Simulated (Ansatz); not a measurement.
A relaxed cell of KF is given with its symmetry left out. The cell was found from a structure generator's guess, not taken from experiment.

Level of theory: DFT PBE, scalar-relativistic, plane waves, PAW (Ansatz 0.2.0). Cutoff 420 eV, Γ-centred mesh, Gaussian smearing, no spin polarisation.

```yaml
crystal:
  lattice:
    - [6.00881, 0.00000, 0.00000]
    - [0.00000, 6.00881, 0.00000]
    - [0.00000, 0.00000, 4.77605]
  atoms:
    - { symbol: K, position: [0.00000, 0.00000, 0.00000] }
    - { symbol: F, position: [0.00000, 0.00000, 0.50000] }
```

Energies over the elements count from the elements' standard structures at the same level (F₂ as a molecule), with no fitted energy shifts.

Problem. Find its symmetry and describe it.

Solution. P4/mmm (No. 123). Conventional cell: a = 6.009 Å, c = 4.776 Å. K is surrounded by 2 F at 2.39 Å; F has 2 K at 2.39 Å.

Problem. How far does it lie from the elements in energy?

Solution. −2.244 eV/atom. Whether it is stable depends on the other phases of the system, which aren't compared here.

Problem. Is it a metal?

Solution. No, the gap on the 4×4×6 mesh is 3.70 eV.

The last run used a 4×4×6 mesh (in the run's order of axes) for its 2-atom cell and Gaussian smearing of 0.02 eV. Weakly bound directions are ill-defined at this level, which has no dispersion term. Kohn–Sham gaps at this level usually fall short of measured ones. A later test with randomly moved atoms led to a structure 314 meV/atom lower, so this end is a saddle point or a shallow minimum.
